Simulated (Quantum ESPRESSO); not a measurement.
Crystal: CuO.

```
Cu O
1.0
     2.83633    0.00000    0.00000
    -1.41816    2.45633    0.00000
     0.00000    0.00000    2.76811
Cu O
1 1
Direct
  0.00000 0.00000 0.00000
  0.66667 0.33333 0.50000
```

Measurements of this composition are mostly on another form, of space group No. 15.

- Program: Quantum ESPRESSO 7.5
- Task: phonons
- Functional: LDA
- Potentials or basis: GBRV 1.5 LDA
- Cutoff: 762 eV
- Density cutoff: 6095 eV
- k mesh: 9 × 9 × 8
- Occupations: cold, width 0.2 eV
- Spin: no spin polarisation
- Target pressure: 80 GPa
- Form of the LDA correlation: PZ81
- Mixing beta: 0.5
- Most SCF iterations: 120
- SCF threshold: 4e-10 Ry

The cell and the atoms were relaxed first at 80 GPa, to 7.11 Å³/atom (a = 2.548 Å, b = 2.548 Å, c = 2.529 Å, α = 90.00°, β = 90.00°, γ = 120.00°), and the response was taken there.

**Question.** Which optical modes does the crystal have at the zone centre, and which show in infrared and Raman spectra?

**Answer.** The optical modes are E' + A''2. Infrared active: E' + A''2. Raman active: E'.

Optical modes at Γ, degenerate ones joined:
| cm⁻¹ | components | symmetry | active in |
| --- | --- | --- | --- |
| 220 | 2 | E' | IR and Raman |
| 602 | 1 | A''2 | IR |

Caveat: the mesh is thin for the phonons of a metal; the volume moved by over 15 % at a fixed basis, so the end points are rough; the cell is more than 3 GPa from zero pressure, which shifts response properties; an odd number of electrons without spin polarisation forces a metal; a magnetic or distorted state may lie lower; the run has no spin polarisation, though such a crystal can be magnetic.
